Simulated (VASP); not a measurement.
# Y in VASP: reference runs

Aim: a first look at Y with PBE, on the cell as given.

Everything below comes from runs of VASP 6.6.1. Logs are shortened: lines on timing, memory, paths and dates and some standing lists are left out, and cuts for length are marked.

## 1. Starting point

The cell holds a sheet with vacuum, 1 atom: a = 3.215 Å, b = 3.215 Å, c = 23.800 Å, α = 90.00°, β = 90.00°, γ = 90.00°.

The cell was built by a generator and needn't be a form met in nature.

## 2. Single point, PBE

INCAR

```
SYSTEM = Y
ALGO     = Normal         ! electronic algorithm
DIPOL    = 0.5 0.5 0.294
EDIFF    = 1E-7           ! SCF threshold, eV
ENCUT    = 520            ! plane-wave cutoff, eV
GGA      = PE             ! functional
IDIPOL   = 3            
ISIF     = 2              ! what is computed and relaxed
ISMEAR   = -1             ! smearing method
LASPH    = .TRUE.         ! aspherical terms in the spheres
LCHARG   = .FALSE.        ! write CHGCAR
LDIPOL   = .TRUE.       
LREAL    = .FALSE.        ! projectors in reciprocal space
LWAVE    = .FALSE.        ! write WAVECAR
NBANDS   = 12             ! bands
NELM     = 80             ! most SCF steps
PREC     = Accurate       ! precision mode
SIGMA    = 0.05           ! smearing width, eV
```

KPOINTS

```
k-points
0
G
  8 8 1
  0 0 0
```

POSCAR

```
Y
1.0
    3.2153300000      0.0000000000      0.0000000000
    0.0000000000      3.2153300000      0.0000000000
    0.0000000000      0.0000000000     23.8000000000
Y
1
Direct
    0.5000000000      0.5000000000      0.2941200000
```

Potentials or basis: VASP PAW PBE potentials, release 64 (Y_sv).

Started as:

```console
cat potpaw_PBE.64/Y_sv/POTCAR > POTCAR
mpirun -np 1 vasp_std > vasp.out
```

OUTCAR:

```text
SYSTEM = Y
   EDIFF = 1E-7
   ENCUT = 520
   GGA = PE
   ISIF = 2
   ISMEAR = -1
   LASPH = .TRUE.
   LREAL = .FALSE.
   NELM = 80
   PREC = Accurate

 ion  position               nearest neighbor table
   1  0.500  0.500  0.294-

  LATTYP: Found a simple tetragonal cell.
 ALAT       =     3.2153300000
 C/A-ratio  =     7.4020396040

  Lattice vectors:

 A1 = (   3.2153300000,   0.0000000000,   0.0000000000)
 A2 = (   0.0000000000,   3.2153300000,   0.0000000000)
 A3 = (   0.0000000000,   0.0000000000,  23.8000000000)

Analysis of symmetry for initial positions (statically):
=====================================================================
 Subroutine PRICEL returns:
 Original cell was already a primitive cell.

 Routine SETGRP: Setting up the symmetry group for a
 simple tetragonal supercell.

 Subroutine GETGRP returns: Found 16 space group operations
 (whereof  8 operations were pure point group operations)
 out of a pool of 16 trial point group operations.

The static configuration has the point symmetry C_4v.
 The point group associated with its full space group is D_4h.

Analysis of symmetry for dynamics (positions and initial velocities):
=====================================================================
 Subroutine PRICEL returns:
 Original cell was already a primitive cell.

 Routine SETGRP: Setting up the symmetry group for a
 simple tetragonal supercell.

 Subroutine GETGRP returns: Found 16 space group operations
 (whereof  8 operations were pure point group operations)
 out of a pool of 16 trial point group operations.

The dynamic configuration has the point symmetry C_4v.
 The point group associated with its full space group is D_4h.

 Subroutine INISYM returns: Found 16 space group operations
 (whereof  8 operations are pure point group operations),
 and found     1 'primitive' translations

----------------------------------------------------------------------------------------

                                     Primitive cell

  volume of cell :     246.0527

  direct lattice vectors                    reciprocal lattice vectors
     3.215330000  0.000000000  0.000000000     0.311010067  0.000000000  0.000000000
     0.000000000  3.215330000  0.000000000     0.000000000  0.311010067  0.000000000
     0.000000000  0.000000000 23.800000000     0.000000000  0.000000000  0.042016807

  length of vectors
     3.215330000  3.215330000 23.800000000     0.311010067  0.311010067  0.042016807

  position of ions in fractional coordinates (direct lattice)
     0.500000000  0.500000000  0.294120000

  ion indices of the primitive-cell ions
[... 81 lines left out ...]
   IALGO  =     38    algorithm
   IMIX   =      4    mixing-type and parameters
     AMIX     =   0.40;   BMIX     =  1.00
     AMIX_MAG =   1.60;   BMIX_MAG =  1.00
  volume/ion in A,a.u.               =     246.05      1660.45
  Fermi-wavevector in a.u.,A,eV,Ry     =   0.581027  1.097982  4.593224  0.337592
  Thomas-Fermi vector in A             =   1.625369
   LORBIT       =      0    0 simple, 1 ext, 2 COOP (PROOUT), +10 PAW based schemes
   GGA     = PE    functional components
   LHFCALC =     F    Hartree Fock is set to
   AEXX    =    0.0000 exact exchange contribution
   IVDW    =     0    specifies the selected vdW correction
   LEPSILON=     F    determine dielectric tensor
   LRPA    =     F    only Hartree local field effects (RPA)
 non-spin polarized calculation
  energy-cutoff  :      520.00
  volume of cell :      246.05
 maximum number of plane-waves:      6678
 NGX is ok and might be reduce to    24
   NGX = 11   NGY = 11   NGZ = 89

 dipolmoment           0.000000      0.000000     -0.000000 electrons x Angstroem

 number of electron      11.0000001 magnetization

 dipolmoment           0.000000      0.000000      0.000001 electrons x Angstroem

 Free energy of the ion-electron system (eV)
  ---------------------------------------------------
  ext. energy  EPLUGINS =         0.00000000
  ---------------------------------------------------
  free energy    TOTEN  =        -4.69298177 eV

  energy without entropy =       -4.66358287  energy(sigma->0) =       -4.67828232

 E-fermi :  -2.3132     XC(G=0):  -1.9831

 val. band max:       -2.3460206542   @ k =   0.2500   0.0000   0.0000
 cond. band min:      -2.3048508813   @ k =   0.5000   0.2500   0.0000
 fundamental gap:      0.0411697729
 Fermi energy:        -2.3132082801

 k-point     1 :       0.0000    0.0000    0.0000
  band No.  band energies     occupation
      1     -45.6186      2.00000
      2     -25.8026      2.00000
      3     -25.1082      2.00000
      4     -25.1082      2.00000
      5      -5.7231      2.00000
      6      -2.7944      1.99987
      7      -2.1988      0.18413
      8      -2.1899      0.15648
      9       0.7129      0.00000
     10       0.9122      0.00000
     11       1.2532      0.00000
     12       1.3826      0.00000
[... 196 lines left out ...]
 k-point    15 :       0.5000    0.5000    0.0000
  band No.  band energies     occupation
      1     -45.4680      2.00000
      2     -25.7683      2.00000
      3     -25.7683      2.00000
      4     -25.6299      2.00000
      5      -3.8106      2.00000
      6      -1.5953      0.00000
      7      -1.5953      0.00000
      8       0.3867      0.00000
      9       2.6684      0.00000
     10       2.6684      0.00000
     11       4.2212      0.00000
     12       4.5937      0.00000

------------------------ aborting loop because EDIFF is reached ----------------------------------------

 vacuum level on the upper side and lower side of the slab       (xc-potential included)        -0.008        -0.008

  FORCE on cell =-STRESS in cart. coord.  units (eV):
  Direction    XX          YY          ZZ          XY          YZ          ZX
  --------------------------------------------------------------------------------------
  -------------------------------------------------------------------------------------
  Total        0.0766495      0.0766495     -0.0012699      0.0000000      0.0000000      0.0000000
  in kB        0.4991051      0.4991051     -0.0082692      0.0000000      0.0000000      0.0000000
  external PRESSURE =       0.3299803 kB  Pullay stress =       0.0000000 kB

 VOLUME and BASIS-vectors are now :
 -----------------------------------------------------------------------------
  energy-cutoff  :      520.00
  volume of cell :      246.05
      direct lattice vectors                 reciprocal lattice vectors
     3.215330000  0.000000000  0.000000000     0.311010067  0.000000000  0.000000000
     0.000000000  3.215330000  0.000000000     0.000000000  0.311010067  0.000000000
     0.000000000  0.000000000 23.800000000     0.000000000  0.000000000  0.042016807

 POSITION                                       TOTAL-FORCE (eV/Angst)
 -----------------------------------------------------------------------------------
      1.60766      1.60766      7.00006         0.000000      0.000000     -0.000000
 -----------------------------------------------------------------------------------
    total drift:                                0.000000     -0.000000      0.000004

  FREE ENERGIE OF THE ION-ELECTRON SYSTEM (eV)
  ---------------------------------------------------
  free  energy   TOTEN  =        -4.6929817677 eV

  energy  without entropy=       -4.6635828714  energy(sigma->0) =       -4.67828232

 vacuum level on the upper side and lower side of the slab         0.944         0.944
```

Wall time 43 s (1 thread of Intel Xeon 6975P-C (Granite Rapids), shared host); peak memory 0.33 GiB.

Results:

| Item | Value |
| --- | --- |
| Free energy | -4.6930 eV |
| Band gap on the k mesh | none (metal or under the smearing width) |

Levels at points of the mesh, in eV from the Fermi level:
```
           k point  band 3  band 4  band 5  band 6  band 7  band 8
(0.00, 0.00, 0.00)  -22.79  -22.79   -3.41   -0.48    0.11    0.12
(0.50, 0.00, 0.00)  -23.40  -22.73   -0.72   -0.52    1.10    1.53
(0.50, 0.50, 0.00)  -23.46  -23.32   -1.50    0.72    0.72    2.70
```
